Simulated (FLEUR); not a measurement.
## CdTe under changes of volume

One of the cells (32.922 Å³/atom); the others are scaled copies at fixed shape and fractional positions:

```
Te Cd
1.0
     0.00000    3.20500    3.20500
     3.20500    0.00000    3.20500
     3.20500    3.20500    0.00000
Te Cd
1 1
Direct
  0.75000 0.75000 0.75000
  0.00000 0.00000 0.00000
```

* Program: FLEUR MaX-R8.1 (later development tree)
* Functional: PBE
* Potentials or basis: all-electron
* Basis: FLAPW
* Kmax: 3.8 1/bohr
* k mesh: 7 × 7 × 7
* Occupations: fermi-dirac, width 0.05 eV
* Spin: no spin polarisation

```csv
volume (Å³/atom),energy over the lowest point (meV/atom),gap on the mesh (eV)
30.947,107.28,1.06
31.605,77.97,1.00
32.263,53.92,0.93
32.922,?,?
33.580,17.78,0.81
34.239,7.08,0.75
34.897,0.00,0.69
```

**Question.** What does the run at 32.922 Å³/atom give?

**Answer.** Energy over the lowest point 33.53 meV/atom; gap on the mesh 0.87 eV.

Worked out: A Birch-Murnaghan fit of order 3 (a polynomial in V^(-2/3)) to the other rows has its minimum at 35.64 Å³/atom, just outside them, with B0 = V·E''(V) = 54 GPa (rough, since the energies scatter). It gives 33.59 meV/atom at 32.922 Å³/atom, against the run's 33.53. A straight line through the other rows of the gap, of slope -3.09 eV per unit of ln V (its deformation potential), gives 0.87 eV, against the run's 0.87.

Energies are extrapolated to zero smearing.

Caveats: the plane-wave cutoff is short for the semicore states, which can make moduli rough; spin-orbit coupling is left out, which moves the levels of the heavy elements.
